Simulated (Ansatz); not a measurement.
# Pb (Fm-3m) in Ansatz: further runs

Runs on Pb. Level: PBE. Tasks: single point.

All numbers are computed with Ansatz 0.2.0; they aren't measurements. Logs are shortened: lines on timing, memory, paths and dates and some standing lists are left out, and cuts for length are marked.

## Step 1: The crystal as given

The structure is cubic, space group Fm-3m (No. 225). Conventional cell: a = 4.950 Å, b = 4.950 Å, c = 4.950 Å, α = 90.00°, β = 90.00°, γ = 90.00°. Pb (site symmetry m-3m) has 12 Pb at 3.50 Å as nearest neighbours.

## Step 2: Single point, PBE

The input, input.yaml:

```yaml
crystal:
  lattice:
    - [0.0, 2.47502, 2.47502]
    - [2.47502, 0.0, 2.47502]
    - [2.47502, 2.47502, 0.0]
  atoms:
    - { symbol: Pb, position: [0.0, 0.0, 0.0] }
hamiltonian:
  xc: pbe
  pseudopotentials: { kind: paw }
kpoints:
  mp_grid: { grid: [9, 9, 9] }
scf:
  occupations: { method: gaussian, width: 0.025 }
output:
  forces: true
  stress: true
  eigenvalues: true
```

Potentials or basis: Ansatz PAW.

Started as:

```bash
$ ansatz run input.yaml --threads 2 --pin off --max-ram 5632MiB --backend cpu --events-out ev --progress --plain --runs-dir out
```

Standard output:

```text
Warning: RAYON_NUM_THREADS=2 ignored (pool sized by the plan → 2); use --threads N
Engine: ansatz 0.2.0, aarch64-unknown-linux-gnu
Pseudopotentials: kind: paw
Pseudopotential: Pb, paw, valence charge 14, recommended cutoff 420 eV (normal), Pb.paw.azcp
Functional definition: PBE
  parameter kappa = 0.804
  parameter beta = 0.06672455060314922
  exchange = pbe_x(kappa = kappa, mu = beta*pi^2/3)
  correlation = pbe_c(beta = beta)
Crystal: 1 atoms, lattice volume = 30.323 Å³
Basis set: ecut = 420 eV, 609 PW (Γ), exchange–correlation on 48×48×48 points (8 copies of the dense FFT grid, shifted against one another)
Bands: 11, of which v1, the nominal top of the filled ones, is band 7 counted from 1 (6 counted from 0)
Symmetry: 48 space group operations
Space group: Fm-3m (ITA 225), of the structure as read, at distance tolerance 3.1e-5 Å
k-points: 35 of 729
Non-local potential: Pb, projectors of the file, l = 0: 2, l = 1: 2, l = 2: 2, l = 3: 2
PAW form: soft (Blöchl's): semilocal exchange-correlation on the pseudo side does not see the compensation charge
PAW one-centre angular grid: Pb, 590 points (default); XC on 64 Gauss nodes
Initial density: superposition of atomic densities (neutral atoms: chi_scale 0, normalization atom), corrected by the library's trained network
Initial wavefunctions: pseudopotential atomic-orbital guess
Functional: x = pbe(κ = 0.804, μ = 0.2195149727645171), c = pbe(β = 0.06672455060314922)
SCF iter   1: F=—  HF=-11906.419486 eV  |F-HF|=—  |Δ(HF+E_count)|=         —  Δρ=4.30e-4  dr2=2.46e-5  ethr=1.77e-3  ⟨swp⟩=6.0  Hψ=2560  notcnv=0
preconditioner: auto → none  [insulator: Δε(μ)=0.230 eV  Ē_g=19.961 eV  σ=0.025 eV  W_gap=0.54  n_scr=8 (ndim 8)  ℏωp=25.2 eV  f_vac=0.000  D(μ)=1.48/eV (n_scr^D=14)  ε∞_Penn≈2.6]
SCF iter   2: F=—  HF=-11906.419153 eV  |F-HF|=—  |Δ(HF+E_count)|=   3.33e-4  Δρ=3.62e-4  dr2=2.24e-5  ethr=1.75e-7  ⟨swp⟩=3.5  Hψ=1234  notcnv=0  defer=6
SCF iter   3: F=—  HF=-11906.419158 eV  |F-HF|=—  |Δ(HF+E_count)|=   4.36e-6  Δρ=1.14e-4  dr2=1.44e-6  ethr=1.60e-7  ⟨swp⟩=2.1  Hψ=601  notcnv=0  defer=6
SCF iter   4: F=—  HF=-11906.419161 eV  |F-HF|=—  |Δ(HF+E_count)|=   3.38e-6  Δρ=2.91e-5  dr2=1.86e-7  ethr=1.03e-8  ⟨swp⟩=2.9  Hψ=600  notcnv=0  defer=6
iter 5 did not close the SCF: its close was put off for the readings that it lacked (scf_convergence_deferred on its scf_iter line)
SCF iter   5: F=-11906.419161 eV  HF=-11906.419161 eV  |F-HF|=2.67e-8  |Δ(HF+E_count)|=   1.68e-7  Δρ=7.81e-6  dr2=2.23e-8  ethr=1.33e-9  ⟨swp⟩=2.9  Hψ=610  notcnv=0  defer=6
SCF iter   6: F=-11906.419161 eV  HF=-11906.419161 eV  |F-HF|=3.24e-9  |Δ(HF+E_count)|=   9.89e-9  Δρ=2.64e-6  dr2=2.44e-9  ethr=1.59e-10  ⟨swp⟩=3.6  Hψ=1672  notcnv=0
SCF 1 converged in 6 iterations: F = -11906.419161 eV  dr2 = 2.44e-9
SCF converged after 6 iterations
Free energy (F): -11906.419161 eV
Harris-Foulkes:  -11906.419161 eV  (|F-HF|=3.24e-9)
Internal energy: -11906.418699 eV  (E = F + TS)
E sigma→0 (E₀):  -11906.418930 eV
Entropy (-TS):   -0.000462 eV (-0.462 meV/atom)
Fermi energy:    10.826722 eV
--- Per-component energies (eV) ---
  E_band       = -36.795370
  E_kinetic    = 289.072113
  E_local      = -1015.045824  (includes V_loc(G=0)·N_el)
  E_nonlocal   = 349.560506
  E_hartree    = 403.494091
  E_xc         = -220.887476
  E_vxc        = -132.643154  (∫ρ·V_xc dr)
  E_paw        = -10405.552406  (= ΣΔE_a)
  E_vpaw       = -334.725260  (= ΣTr[D̂ρ^β])
  E_aug_tail   = 0.000051  (compensation charges beyond the density's cutoff)
  E_ewald      = -1307.059754
  E_smearing   = -0.000462  (= −TS)
  E_closure    = -0.000000  (closes the sum)
  Σ components = -11906.419161   (vs F -11906.419161, Δ=0.00e0)
--- Forces (eV/Å), atoms counted from 1 ---
  atom   1  Pb    -0.00000000     0.00000000    -0.00000000
  max |Σ_I F_I| component: 1.48e-31 eV/Å
--- Stress (GPa, compression-positive) ---
        2.248693      -0.000000       0.000000
       -0.000000       2.248693      -0.000000
        0.000000      -0.000000       2.248693
  P = ⅓ Tr σ = 2.2487 GPa (22.487 kbar)
--- Band table (eV; the first three rows and the last of 35) ---
  k-point 0: bands = ["-6.1176", "-6.1176", "-6.1176", "-5.9773", "-5.9773", "-0.7829", "18.3848", "18.3848", "18.3848", "20.7165", "22.3108"]
  k-point 1: bands = ["-6.1181", "-6.1011", "-6.1011", "-5.9774", "-5.9774", "-0.5449", "16.0159", "18.1021", "18.1021", "20.3283", "23.2780"]
  k-point 2: bands = ["-6.1233", "-6.0816", "-6.0816", "-5.9548", "-5.9548", "0.1674", "12.5490", "17.5021", "17.5021", "19.9881", "22.8117"]
  k-point 34: bands = ["-6.1096", "-6.0959", "-6.0149", "-5.9243", "-5.8197", "4.1668", "9.1485", "10.0948", "11.7467", "21.2542", "22.3277"]
```

Run time: 0.56 s. Hardware: 2 threads of Arm Neoverse V1, shared host; peak memory 0.27 GiB.

Results:

```
Free energy            : -11906.4192 eV
Pressure               : 2.2 GPa
Band gap on the k mesh : none (metal or under the smearing width)
```

Spin-orbit coupling is left out, which matters for the levels of Pb.

## Step 3: Single point, PBE

input.yaml, as its differences from that of step 2:

```diff
@@ -13,3 +13,3 @@
 scf:
-  occupations: { method: gaussian, width: 0.025 }
+  occupations: { method: gaussian, width: 0.026 }
 output:
@@ -18 +18,5 @@
   eigenvalues: true
+  write_density: true
+  write_potential: true
+  elf: true
+  volumetric_format: npy
```

Potentials or basis: Ansatz PAW.

Started as:

```bash
$ ansatz run input.yaml --threads 2 --pin off --max-ram 5632MiB --backend cpu --events-out ev --progress --plain --runs-dir out
```

Standard output:

```text
Warning: RAYON_NUM_THREADS=2 ignored (pool sized by the plan → 2); use --threads N
Engine: ansatz 0.2.0, aarch64-unknown-linux-gnu
Pseudopotentials: kind: paw
Pseudopotential: Pb, paw, valence charge 14, recommended cutoff 420 eV (normal), Pb.paw.azcp
Functional definition: PBE
  parameter kappa = 0.804
  parameter beta = 0.06672455060314922
  exchange = pbe_x(kappa = kappa, mu = beta*pi^2/3)
  correlation = pbe_c(beta = beta)
Crystal: 1 atoms, lattice volume = 30.323 Å³
Basis set: ecut = 420 eV, 609 PW (Γ), exchange–correlation on 48×48×48 points (8 copies of the dense FFT grid, shifted against one another)
Bands: 11, of which v1, the nominal top of the filled ones, is band 7 counted from 1 (6 counted from 0)
Symmetry: 48 space group operations
Space group: Fm-3m (ITA 225), of the structure as read, at distance tolerance 3.1e-5 Å
k-points: 35 of 729
Non-local potential: Pb, projectors of the file, l = 0: 2, l = 1: 2, l = 2: 2, l = 3: 2
PAW form: soft (Blöchl's): semilocal exchange-correlation on the pseudo side does not see the compensation charge
PAW one-centre angular grid: Pb, 590 points (default); XC on 64 Gauss nodes
Initial density: superposition of atomic densities (neutral atoms: chi_scale 0, normalization atom), corrected by the library's trained network
Initial wavefunctions: pseudopotential atomic-orbital guess
Functional: x = pbe(κ = 0.804, μ = 0.2195149727645171), c = pbe(β = 0.06672455060314922)
SCF iter   1: F=—  HF=-11906.419506 eV  |F-HF|=—  |Δ(HF+E_count)|=         —  Δρ=4.30e-4  dr2=2.46e-5  ethr=1.77e-3  ⟨swp⟩=6.0  Hψ=2564  notcnv=0
preconditioner: auto → none  [insulator: Δε(μ)=0.230 eV  Ē_g=19.961 eV  σ=0.026 eV  W_gap=0.54  n_scr=8 (ndim 8)  ℏωp=25.2 eV  f_vac=0.000  D(μ)=1.42/eV (n_scr^D=14)  ε∞_Penn≈2.6]
SCF iter   2: F=—  HF=-11906.419172 eV  |F-HF|=—  |Δ(HF+E_count)|=   3.35e-4  Δρ=3.62e-4  dr2=2.25e-5  ethr=1.76e-7  ⟨swp⟩=3.5  Hψ=1229  notcnv=0  defer=6
SCF iter   3: F=—  HF=-11906.419177 eV  |F-HF|=—  |Δ(HF+E_count)|=   4.91e-6  Δρ=9.78e-5  dr2=1.11e-6  ethr=1.60e-7  ⟨swp⟩=2.0  Hψ=603  notcnv=0  defer=6
SCF iter   4: F=—  HF=-11906.419180 eV  |F-HF|=—  |Δ(HF+E_count)|=   3.02e-6  Δρ=3.25e-5  dr2=3.13e-7  ethr=7.90e-9  ⟨swp⟩=2.0  Hψ=440  notcnv=0  defer=6
iter 5 did not close the SCF: its close was put off for the readings that it lacked (scf_convergence_deferred on its scf_iter line)
SCF iter   5: F=-11906.419180 eV  HF=-11906.419180 eV  |F-HF|=3.50e-9  |Δ(HF+E_count)|=   5.79e-8  Δρ=3.11e-6  dr2=2.89e-9  ethr=2.24e-9  ⟨swp⟩=2.0  Hψ=613  notcnv=0  defer=6
SCF iter   6: F=-11906.419180 eV  HF=-11906.419180 eV  |F-HF|=2.76e-10  |Δ(HF+E_count)|=   1.46e-9  Δρ=7.92e-7  dr2=2.02e-10  ethr=2.06e-11  ⟨swp⟩=6.1  Hψ=2266  notcnv=0
SCF 1 converged in 6 iterations: F = -11906.419180 eV  dr2 = 2.02e-10
SCF converged after 6 iterations
Free energy (F): -11906.419180 eV
Harris-Foulkes:  -11906.419180 eV  (|F-HF|=2.76e-10)
Internal energy: -11906.418699 eV  (E = F + TS)
E sigma→0 (E₀):  -11906.418939 eV
Entropy (-TS):   -0.000480 eV (-0.480 meV/atom)
Fermi energy:    10.826660 eV
--- Per-component energies (eV) ---
  E_band       = -36.794541
  E_kinetic    = 289.072149
  E_local      = -1015.044810  (includes V_loc(G=0)·N_el)
  E_nonlocal   = 349.559897
  E_hartree    = 403.493311
  E_xc         = -220.887507
  E_vxc        = -132.643206  (∫ρ·V_xc dr)
  E_paw        = -10405.552036  (= ΣΔE_a)
  E_vpaw       = -334.724680  (= ΣTr[D̂ρ^β])
  E_aug_tail   = 0.000051  (compensation charges beyond the density's cutoff)
  E_ewald      = -1307.059754
  E_smearing   = -0.000480  (= −TS)
  E_closure    = -0.000000  (closes the sum)
  Σ components = -11906.419180   (vs F -11906.419180, Δ=0.00e0)
--- Forces (eV/Å), atoms counted from 1 ---
  atom   1  Pb    -0.00000000    -0.00000000     0.00000000
  max |Σ_I F_I| component: 4.93e-31 eV/Å
--- Stress (GPa, compression-positive) ---
        2.248685       0.000000      -0.000000
        0.000000       2.248685      -0.000000
       -0.000000       0.000000       2.248685
  P = ⅓ Tr σ = 2.2487 GPa (22.487 kbar)
--- Band table (eV; the first three rows and the last of 35) ---
  k-point 0: bands = ["-6.1175", "-6.1175", "-6.1175", "-5.9773", "-5.9773", "-0.7829", "18.3848", "18.3848", "18.3848", "20.7165", "22.3109"]
  k-point 1: bands = ["-6.1181", "-6.1010", "-6.1010", "-5.9773", "-5.9773", "-0.5448", "16.0159", "18.1021", "18.1021", "20.3283", "23.2780"]
  k-point 2: bands = ["-6.1232", "-6.0815", "-6.0815", "-5.9547", "-5.9547", "0.1674", "12.5490", "17.5021", "17.5021", "19.9881", "22.8117"]
  k-point 34: bands = ["-6.1095", "-6.0959", "-6.0148", "-5.9243", "-5.8196", "4.1668", "9.1485", "10.0948", "11.7468", "21.2542", "22.3277"]
```

v_z.tsv:

```text
# z_ang	v_es[eV]	v_tot[eV]
# format = ansatz-planar-average/11
# xc	pbe
# density_cutoff_ev	1680
# datasets	Pb=:simpson_from_first_knot:soft
# lattice	0.000000000	2.475020000	2.475020000
# lattice	2.475020000	0.000000000	2.475020000
# lattice	2.475020000	2.475020000	0.000000000
# sites	1
# site	82	0.000000000	0.000000000	0.000000000
0.000000	-8.847710e-1	-1.387164e1
0.145842	-7.869691e-1	-1.367387e1
0.291684	-4.549476e-1	-1.304074e1
0.437526	2.097379e-1	-1.188213e1
0.583368	1.325438e0	-1.011283e1
0.729210	2.969211e0	-7.720606e0
[... 16 lines left out ...]
3.208523	-4.549476e-1	-1.304074e1
3.354365	-7.869691e-1	-1.367387e1
```

Run time: 0.71 s. Hardware: 2 threads of Arm Neoverse V1, shared host; peak memory 0.27 GiB.

Results:

| Item | Value |
| --- | --- |
| Free energy | -11906.4192 eV |
| Pressure | 2.2 GPa |
| Band gap on the k mesh | none (metal or under the smearing width) |

Levels at points of the mesh, in eV from the Fermi level:
```
           k point  band 3  band 4  band 5  band 6  band 7  band 8  band 9  band 10  band 11
(0.00, 0.00, 0.00)  -16.94  -16.80  -16.80  -11.61    7.56    7.56    7.56     9.89    11.48
```

Spin-orbit coupling is left out, which matters for the levels of Pb.
